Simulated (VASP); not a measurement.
# CdS (Hawleyite) (F-43m) in VASP: further runs

Aim: see how the results for CdS (Hawleyite) move with the level of theory and the settings. Levels: PBEsol, RPBE. Tasks: single point.

All numbers are computed with VASP 6.6.1; they aren't measurements. Logs are shortened: lines on timing, memory, paths and dates and some standing lists are left out, and cuts for length are marked.

**1. The structure**

Symmetry: F-43m, No. 216, cubic system. The conventional cell has a = 5.833 Å, b = 5.833 Å, c = 5.833 Å, α = 90.00°, β = 90.00°, γ = 90.00°. Cd (site symmetry -43m) is surrounded by 4 S at 2.53 Å. Around S (site symmetry -43m) lie 4 Cd at 2.53 Å.

**2. Single point, PBEsol, spin-orbit coupling, no magnetisation**

Contents of INCAR:

```
ALGO = Normal ; EDIFF = 1E-7
ENCUT = 600 ; GGA = PS
GGA_COMPAT = False ; ISIF = 2
ISMEAR = 0 ; LASPH = True
LCHARG = False ; LNONCOLLINEAR = True
LORBIT = 11 ; LREAL = False
LSORBIT = True ; LWAVE = False
MAGMOM = 0 0 0 0 0 0 ; NBANDS = 34
NELM = 100 ; PREC = Accurate
SIGMA = 0.02
```

Contents of KPOINTS:

```
k-points
0
Gamma
  6 6 6
```

Contents of POSCAR:

```
CdS
1.0
    0.0000000000      2.9165000000      2.9165000000
    2.9165000000      0.0000000000      2.9165000000
    2.9165000000      2.9165000000      0.0000000000
Cd S
1 1
Direct
    0.0000000000      0.0000000000      0.0000000000
    0.7500000000      0.7500000000      0.7500000000
```

Potentials or basis: VASP PAW PBE potentials, release 64 (Cd, S).

Started as:

```console
> cat potpaw_PBE.64/Cd/POTCAR potpaw_PBE.64/S/POTCAR > POTCAR
> mpirun -np 1 vasp_ncl > vasp.out
```

OUTCAR:

```text
EDIFF = 1E-7
   ENCUT = 600
   GGA = PS
   ISIF = 2
   ISMEAR = 0
   LASPH = True
   LNONCOLLINEAR = True
   LORBIT = 11
   LREAL = False
   LSORBIT = True
   NELM = 100
   PREC = Accurate

 Found     22 irreducible k-points:

 Following reciprocal coordinates:
            Coordinates               Weight
  0.000000  0.000000  0.000000      1.000000
  0.166667  0.000000  0.000000      4.000000
 -0.166667  0.000000  0.000000      4.000000
  0.333333  0.000000  0.000000      4.000000
 -0.333333  0.000000  0.000000      4.000000
  0.500000  0.000000  0.000000      4.000000
   k-points           NKPTS =     22   k-points in BZ     NKDIM =     22   number of bands    NBANDS=     34
   number of dos      NEDOS =    301   number of ions     NIONS =      2
   total plane-waves  NPLWV =  46656
   dimension x,y,z NGX =    36 NGY =   36 NGZ =   36
   dimension x,y,z NGXF=    72 NGYF=   72 NGZF=   72
   ions per type =               1   1
   NGX,Y,Z   is equivalent  to a cutoff of  14.51, 14.51, 14.51 a.u.
   NGXF,Y,Z  is equivalent  to a cutoff of  29.02, 29.02, 29.02 a.u.
 SYSTEM =  unknown system
   PREC   = accura    normal or accurate (medium, high low for compatibility)
   ISTART =      0    job   : 0-new  1-cont  2-samecut
   ICHARG =      2    charge: 1-file 2-atom 10-const
   ISPIN  =      1    spin polarized calculation?
   LNONCOLLINEAR =      T non collinear calculations
   LSORBIT =      T    spin-orbit coupling
   LASPH  =      T    aspherical Exc in radial PAW
   ENCUT  =  600.0 eV  44.10 Ry    6.64 a.u.   8.24  8.24  8.24*2*pi/ulx,y,z
   NELM   =    100;   NELMIN=  2; NELMDL= -5     # of ELM steps
   EDIFF  = 0.1E-06   stopping-criterion for ELM
   LREAL  =      F    real-space projection
   EDIFFG = 0.1E-05   stopping-criterion for IOM
   NSW    =      0    number of steps for IOM
   IBRION =     -1    ionic relax: 0-MD 1-quasi-New 2-CG
[... 8 lines left out ...]
   EMIN   =  10.00;   EMAX   =-10.00  energy-range for DOS
   EFERMI =   0.00;   METHOD = LEGACY
   ISMEAR =     0;   SIGMA  =   0.02  broadening in eV -4-tet -1-fermi 0-gaus
   EFERMI_NEDOS =   21; number of points for ismear=-14 and -15
   IALGO  =     38    algorithm
   IMIX   =      4    mixing-type and parameters
     AMIX     =   0.40;   BMIX     =  1.00
     AMIX_MAG =   1.60;   BMIX_MAG =  1.00
  volume/ion in A,a.u.               =      24.81       167.41
  Fermi-wavevector in a.u.,A,eV,Ry     =   1.167599  2.206442 18.548649  1.363287
  Thomas-Fermi vector in A             =   2.304097
   LORBIT       =     11    0 simple, 1 ext, 2 COOP (PROOUT), +10 PAW based schemes
   GGA     = PS    functional components
   LHFCALC =     F    Hartree Fock is set to
   AEXX    =    0.0000 exact exchange contribution
   IVDW    =     0    specifies the selected vdW correction
   LEPSILON=     F    determine dielectric tensor
   LRPA    =     F    only Hartree local field effects (RPA)
 Gauss-broadening in eV      SIGMA  =   0.02
  energy-cutoff  :      600.00
  volume of cell :       49.62
 maximum number of plane-waves:      3352
 NGX is ok and might be reduce to    36
   NGX = 17   NGY = 17   NGZ = 17

 number of electron      17.9999999 magnetization       0.0000000      0.0000000      0.0000000

 number of electron      17.9999999 magnetization       0.0000000     -0.0000000      0.0000000

 number of electron      17.9999999 magnetization      -0.0000000      0.0000000     -0.0000000

 Free energy of the ion-electron system (eV)
  ---------------------------------------------------
  ext. energy  EPLUGINS =         0.00000000
  ---------------------------------------------------
  free energy    TOTEN  =        -6.84091981 eV

  energy without entropy =       -6.84091981  energy(sigma->0) =       -6.84091981

 E-fermi :   1.3988     XC(G=0):  -9.3773

 val. band max:        1.2281999957   @ k =   0.0000   0.0000   0.0000
 cond. band min:       2.2207760475   @ k =   0.0000   0.0000   0.0000
 fundamental gap:      0.9925760519
 Fermi energy:         1.3988074501

 k-point     1 :       0.0000    0.0000    0.0000
  band No.  band energies     occupation
      1     -11.1715      1.00000
      2     -11.1715      1.00000
      3      -6.7771      1.00000
      4      -6.7771      1.00000
      5      -6.7771      1.00000
      6      -6.7771      1.00000
[... 22 lines left out ...]
     29      12.6580      0.00000
     30      12.6580      0.00000

 k-point     2 :       0.1667    0.0000    0.0000
  band No.  band energies     occupation
      1     -11.0627      1.00000
      2     -11.0627      1.00000
      3      -6.7789      1.00000
      4      -6.7394      1.00000
      5      -6.6977      1.00000
      6      -6.6977      1.00000
[... 22 lines left out ...]
     29      11.8294      0.00000
     30      11.8540      0.00000

 k-point     3 :      -0.1667    0.0000    0.0000
  band No.  band energies     occupation
      1     -11.0627      1.00000
      2     -11.0627      1.00000
      3      -6.7789      1.00000
      4      -6.7394      1.00000
      5      -6.6977      1.00000
      6      -6.6977      1.00000
[... 22 lines left out ...]
     29      11.8294      0.00000
     30      11.8540      0.00000

 k-point     4 :       0.3333    0.0000    0.0000
  band No.  band energies     occupation
      1     -10.8435      1.00000
      2     -10.8435      1.00000
      3      -6.7521      1.00000
      4      -6.7125      1.00000
      5      -6.4739      1.00000
      6      -6.4739      1.00000
[... 22 lines left out ...]
     29      12.2264      0.00000
     30      12.2264      0.00000

 k-point     5 :      -0.3333    0.0000    0.0000
  band No.  band energies     occupation
      1     -10.8435      1.00000
      2     -10.8435      1.00000
      3      -6.7521      1.00000
      4      -6.7125      1.00000
      5      -6.4739      1.00000
      6      -6.4739      1.00000
[... 22 lines left out ...]
     29      12.2264      0.00000
     30      12.2264      0.00000

 k-point     6 :       0.5000    0.0000    0.0000
  band No.  band energies     occupation
      1     -10.7346      1.00000
      2     -10.7346      1.00000
      3      -6.7234      1.00000
      4      -6.7234      1.00000
      5      -6.3371      1.00000
      6      -6.3371      1.00000
[... 22 lines left out ...]
     29      13.6767      0.00000
     30      13.6767      0.00000

 [... further k-points ...]

 [bands above 30 left out]

------------------------ aborting loop because EDIFF is reached ----------------------------------------

  FORCE on cell =-STRESS in cart. coord.  units (eV):
  Direction    XX          YY          ZZ          XY          YZ          ZX
  --------------------------------------------------------------------------------------
  -------------------------------------------------------------------------------------
  Total        0.0181041      0.0181041      0.0181041      0.0000000      0.0000000     -0.0000000
  in kB        0.5846176      0.5846176      0.5846176      0.0000000      0.0000000     -0.0000000
  external PRESSURE =       0.5846176 kB  Pullay stress =       0.0000000 kB

 VOLUME and BASIS-vectors are now :
 -----------------------------------------------------------------------------
  energy-cutoff  :      600.00
  volume of cell :       49.62
      direct lattice vectors                 reciprocal lattice vectors
     0.000000000  2.916500000  2.916500000    -0.171438368  0.171438368  0.171438368
     2.916500000  0.000000000  2.916500000     0.171438368 -0.171438368  0.171438368
     2.916500000  2.916500000  0.000000000     0.171438368  0.171438368 -0.171438368

 POSITION                                       TOTAL-FORCE (eV/Angst)
 -----------------------------------------------------------------------------------
      0.00000      0.00000      0.00000        -0.000000      0.000000     -0.000000
      4.37475      4.37475      4.37475         0.000000     -0.000000      0.000000
 -----------------------------------------------------------------------------------
    total drift:                                0.000000      0.000000      0.000000

  FREE ENERGIE OF THE ION-ELECTRON SYSTEM (eV)
  ---------------------------------------------------
  free  energy   TOTEN  =        -6.8409198088 eV

  energy  without entropy=       -6.8409198088  energy(sigma->0) =       -6.84091981

 Spin-Orbit-Coupling matrix elements

 Ion:    1  E_soc:     -0.0576195
 l=   1
     0.0000000    -0.0025385    -0.0025385
    -0.0025385     0.0000000    -0.0025385
    -0.0025385    -0.0025385     0.0000000
 l=   2
     0.0000000    -0.0014419     0.0000000    -0.0014419    -0.0056228
    -0.0014419     0.0000000    -0.0042171    -0.0014419    -0.0014057
     0.0000000    -0.0042171     0.0000000    -0.0042171     0.0000000
    -0.0014419    -0.0014419    -0.0042171     0.0000000    -0.0014057
    -0.0056228    -0.0014057     0.0000000    -0.0014057     0.0000000
 l=   3
     0.0000000     0.0000000     0.0000000     0.0000000     0.0000000     0.0000000     0.0000000
     0.0000000     0.0000000     0.0000000     0.0000000     0.0000000     0.0000000     0.0000000
     0.0000000     0.0000000     0.0000000     0.0000000     0.0000000     0.0000000     0.0000000
     0.0000000     0.0000000     0.0000000     0.0000000     0.0000000     0.0000000     0.0000000
     0.0000000     0.0000000     0.0000000     0.0000000     0.0000000     0.0000000     0.0000000
     0.0000000     0.0000000     0.0000000     0.0000000     0.0000000     0.0000000     0.0000000
     0.0000000     0.0000000     0.0000000     0.0000000     0.0000000     0.0000000     0.0000000

 Ion:    2  E_soc:     -0.0021305
 l=   1
     0.0000000    -0.0003551    -0.0003551
    -0.0003551     0.0000000    -0.0003551
    -0.0003551    -0.0003551     0.0000000
 l=   2
     0.0000000     0.0000000     0.0000000     0.0000000     0.0000000
     0.0000000     0.0000000     0.0000000     0.0000000     0.0000000
     0.0000000     0.0000000     0.0000000     0.0000000     0.0000000
     0.0000000     0.0000000     0.0000000     0.0000000     0.0000000
     0.0000000     0.0000000     0.0000000     0.0000000     0.0000000
 l=   3
     0.0000000     0.0000000     0.0000000     0.0000000     0.0000000     0.0000000     0.0000000
     0.0000000     0.0000000     0.0000000     0.0000000     0.0000000     0.0000000     0.0000000
     0.0000000     0.0000000     0.0000000     0.0000000     0.0000000     0.0000000     0.0000000
     0.0000000     0.0000000     0.0000000     0.0000000     0.0000000     0.0000000     0.0000000
     0.0000000     0.0000000     0.0000000     0.0000000     0.0000000     0.0000000     0.0000000
     0.0000000     0.0000000     0.0000000     0.0000000     0.0000000     0.0000000     0.0000000
     0.0000000     0.0000000     0.0000000     0.0000000     0.0000000     0.0000000     0.0000000

 total charge

# of ion       s       p       d       tot
------------------------------------------
    1        0.431   0.333   9.561  10.325
    2        1.317   2.375   0.000   3.692
--------------------------------------------------
tot          1.748   2.707   9.561  14.017

 magnetization (x)

# of ion       s       p       d       tot
------------------------------------------
    1        0.000   0.000   0.000   0.000
    2       -0.000   0.000   0.000   0.000
--------------------------------------------------
tot         -0.000   0.000   0.000   0.000

 magnetization (y)

# of ion       s       p       d       tot
------------------------------------------
    1        0.000   0.000   0.000   0.000
    2        0.000   0.000   0.000   0.000
--------------------------------------------------
tot          0.000   0.000   0.000   0.000

 magnetization (z)

# of ion       s       p       d       tot
------------------------------------------
    1       -0.000   0.000   0.000   0.000
    2       -0.000   0.000   0.000   0.000
--------------------------------------------------
tot         -0.000   0.000   0.000   0.000
```

Run time: 1.7 min. Hardware: 1 thread of Intel Xeon Platinum 8559C (Emerald Rapids), shared host; peak memory 0.41 GiB.

These settings aren't checked as converged: the numbers below hold their error.

What came out:

```
Free energy                                           : -6.8409 eV
Pressure                                              : 0.1 GPa
Valence electrons inside the program's atomic spheres : Cd 10.32; S 3.69
```

Caveat: the PAW data sets were made with another functional, which shifts forces and pressure a little.

**3. Single point, PBEsol, spin-orbit coupling, no magnetisation**

INCAR, as its differences from that of step 2:

```diff
@@ -1,3 +1,3 @@
 ALGO = Normal ; EDIFF = 1E-7
-ENCUT = 600 ; GGA = PS
+ENCUT = 500 ; GGA = PS
 GGA_COMPAT = False ; ISIF = 2
```

Contents of KPOINTS:

```
k-points
0
Gamma
  7 7 7
```

POSCAR is that of step 2.

Potentials or basis: VASP PAW PBE potentials, release 64 (Cd, S).

Started as:

```console
> cat potpaw_PBE.64/Cd/POTCAR potpaw_PBE.64/S/POTCAR > POTCAR
> mpirun -np 1 vasp_ncl > vasp.out
```

OUTCAR:

```text
EDIFF = 1E-7
   ENCUT = 500
   GGA = PS
   ISIF = 2
   ISMEAR = 0
   LASPH = True
   LNONCOLLINEAR = True
   LORBIT = 11
   LREAL = False
   LSORBIT = True
   NELM = 100
   PREC = Accurate

 Found     30 irreducible k-points:

 Following reciprocal coordinates:
            Coordinates               Weight
  0.000000  0.000000  0.000000      1.000000
  0.142857  0.000000  0.000000      4.000000
 -0.142857  0.000000  0.000000      4.000000
  0.285714  0.000000  0.000000      4.000000
 -0.285714  0.000000  0.000000      4.000000
  0.428571  0.000000  0.000000      4.000000
[... 344 lines left out ...]
     0.0000000     0.0000000     0.0000000     0.0000000     0.0000000
 l=   3
     0.0000000     0.0000000     0.0000000     0.0000000     0.0000000     0.0000000     0.0000000
     0.0000000     0.0000000     0.0000000     0.0000000     0.0000000     0.0000000     0.0000000
     0.0000000     0.0000000     0.0000000     0.0000000     0.0000000     0.0000000     0.0000000
     0.0000000     0.0000000     0.0000000     0.0000000     0.0000000     0.0000000     0.0000000
     0.0000000     0.0000000     0.0000000     0.0000000     0.0000000     0.0000000     0.0000000
     0.0000000     0.0000000     0.0000000     0.0000000     0.0000000     0.0000000     0.0000000
     0.0000000     0.0000000     0.0000000     0.0000000     0.0000000     0.0000000     0.0000000

 total charge

# of ion       s       p       d       tot
------------------------------------------
    1        0.431   0.333   9.560  10.324
    2        1.318   2.374   0.000   3.692
--------------------------------------------------
tot          1.749   2.707   9.560  14.016

 magnetization (x)

# of ion       s       p       d       tot
------------------------------------------
    1        0.000   0.000   0.000   0.000
    2        0.000   0.000   0.000   0.000
--------------------------------------------------
tot          0.000   0.000   0.000   0.000

 magnetization (y)

# of ion       s       p       d       tot
------------------------------------------
    1        0.000   0.000   0.000   0.000
    2        0.000   0.000   0.000   0.000
--------------------------------------------------
tot          0.000   0.000   0.000   0.000

 magnetization (z)

# of ion       s       p       d       tot
------------------------------------------
    1        0.000   0.000  -0.000   0.000
    2       -0.000  -0.000   0.000  -0.000
--------------------------------------------------
tot          0.000  -0.000  -0.000  -0.000
```

stdout:

```text
POSCAR found type information on POSCAR CdS
 POSCAR found :  2 types and       2 ions
 scaLAPACK will be used
 -----------------------------------------------------------------------------
|                                                                             |
|                                                                             |
|     You enforced a specific xc type in the INCAR file but a different       |
|     I HOPE YOU KNOW WHAT YOU ARE DOING!                                     |
|                                                                             |
 -----------------------------------------------------------------------------

 LDA part: xc-table for (Slater+PW92), standard interpolation
 POSCAR, INCAR and KPOINTS ok, starting setup
 FFT: planning ... GRIDC
 FFT: planning ... GRID_SOFT
 FFT: planning ... GRID
 WAVECAR not read
 entering main loop
```

Run time: 83 s. Hardware: 1 thread of Intel Xeon Platinum 8559C (Emerald Rapids), shared host; peak memory 0.3 GiB.

The run converged, but some of its settings lie outside the range that counts as converged, so its numbers aren't taken as properties of the crystal.

What came out:

| Property | Result |
| --- | --- |
| Free energy | -6.8426 eV |
| Pressure | 0.1 GPa |
| Valence electrons inside the program's atomic spheres | Cd 10.32; S 3.69 |

Caveat: the PAW data sets were made with another functional, which shifts forces and pressure a little.

**4. Single point, PBEsol, spin-orbit coupling, no magnetisation**

INCAR, as its differences from that of step 3:

```diff
@@ -1,3 +1,3 @@
 ALGO = Normal ; EDIFF = 1E-7
-ENCUT = 500 ; GGA = PS
+ENCUT = 600 ; GGA = PS
 GGA_COMPAT = False ; ISIF = 2
```

KPOINTS is that of step 3.

POSCAR is that of step 3.

Started as:

```console
> cat potpaw_PBE.64/Cd/POTCAR potpaw_PBE.64/S/POTCAR > POTCAR
> mpirun -np 1 vasp_ncl > vasp.out
```

Run time: 2.2 min. Hardware: 1 thread of Intel Xeon Platinum 8559C (Emerald Rapids), shared host; peak memory 0.42 GiB.

The run converged, but some of its settings lie outside the range that counts as converged, so its numbers aren't taken as properties of the crystal.

Results:

```
Free energy                                           : -6.8428 eV
Pressure                                              : 0.1 GPa
Valence electrons inside the program's atomic spheres : Cd 10.32; S 3.69
```

Caveat: the PAW data sets were made with another functional, which shifts forces and pressure a little.

**5. Single point, RPBE**

Contents of INCAR:

```
SYSTEM = CdS
PREC     = Accurate       ! precision mode
ENCUT    = 520            ! plane-wave cutoff, eV
EDIFF    = 1E-6           ! SCF threshold, eV
ISMEAR   = 0              ! smearing method
SIGMA    = 0.05           ! smearing width, eV
LREAL    = .False.        ! projectors in reciprocal space
LASPH    = .True.         ! aspherical terms in the spheres
NELM     = 80             ! most SCF steps
ALGO     = Normal         ! electronic algorithm
ISIF     = 2              ! what is computed and relaxed
LWAVE    = .False.        ! write WAVECAR
LCHARG   = .True.         ! write CHGCAR
GGA      = RP             ! functional
LELF     = .True.         ! ELF
LVHAR    = .True.       
NBANDS   = 16             ! bands
```

Contents of KPOINTS:

```
Automatic mesh
0
Gamma
  8 8 8
  0 0 0
```

POSCAR is that of step 4.

Started as:

```console
> cat potpaw_PBE.64/Cd/POTCAR potpaw_PBE.64/S/POTCAR > POTCAR
> mpirun -np 1 vasp_std > vasp.out
```

It took 16 s on 1 thread of AMD EPYC 9R45 (Zen 5), shared host; peak memory 0.15 GiB.

The run converged. Its results:

```
Free energy            : -5.4518 eV
Pressure               : 5.4 GPa
Band gap on the k mesh : 1.33 eV, direct
```

Levels at points of the mesh, in eV from the valence-band top:
| k point | band 6 | band 7 | band 8 | band 9 | band 10 | band 11 | band 12 | band 13 |
| --- | --- | --- | --- | --- | --- | --- | --- | --- |
| (0.00, 0.00, 0.00) | -7.25 | 0.00 | 0.00 | 0.00 | 1.33 | 6.63 | 6.63 | 6.63 |
| (0.50, 0.00, 0.00) | -6.87 | -4.34 | -0.74 | -0.74 | 3.15 | 7.10 | 7.10 | 7.69 |
| (0.50, 0.50, 0.00) | -6.80 | -3.91 | -1.86 | -1.86 | 3.74 | 4.45 | 9.45 | 10.91 |

Caveat: the PAW data sets were made with another functional, which shifts forces and pressure a little.
